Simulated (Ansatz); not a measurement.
# BaSnO3: Ba vacancy, symmetric start

Consider a 15-atom supercell of BaSnO3 in the cubic perovskite structure (space group Pm-3m, No. 221; a = 4.1313 Å) at its relaxed geometry.

Perturbation: one Ba atom is removed, atoms relaxed at fixed cell.

Computed with r2SCAN/PAW in Ansatz (a first-principles code), no SOC. Γ-centred 4×5×5 mesh, Fermi–Dirac width 0.01 eV.

The pressure goes from zero to -2.3 GPa and the energy gained by relaxation is 0.18 eV. The largest displacement of a host atom from its site in the perfect cell amounts to 0.09 Å and the mean distance from the defect site to its nearest host atoms goes up by 6 pm (292 pm → 298 pm).

Final structure:

```xyz
14
Lattice="4.1313 -4.1313 -4.1313 0.0000 4.1313 -4.1313 4.1313 0.0000 4.1313" Properties=species:S:1:pos:R:3 pbc="T T T"
Ba     4.1724    -0.0411    -4.1724
Ba     4.0902     0.0411     0.0411
Sn     6.1960    -2.0647    -2.0647
Sn     2.0656    -2.0656    -2.0656
Sn     2.0666     2.0647    -2.0666
O      4.1319    -2.0048    -2.0048
O      4.1307     2.0048    -2.1265
O      4.1313     2.0656     2.0656
O      2.0656     2.0656     0.0000
O      6.1361    -2.0048    -0.0006
O      2.1265     2.0048    -4.1307
O      2.0656     0.0000     2.0656
O      6.1361    -0.0006    -2.0048
O      2.1265     0.0006    -2.1265
```

Cost of the whole job for the changed cell (relaxation, final SCF and bands): very roughly 6 core-minutes.

Other magnetic orders, which the real material may have, were not ruled out. The cell is small, so the values are those of an ordered compound at a high defect concentration; dilute-limit values will differ. A case with no gap was solved on a k-mesh chosen for an insulator, which is coarse for it. The defect started on the symmetric site and kept its symmetry, so it may sit on a saddle. The defect cell is spin-polarised and ends with 2.0 μB.
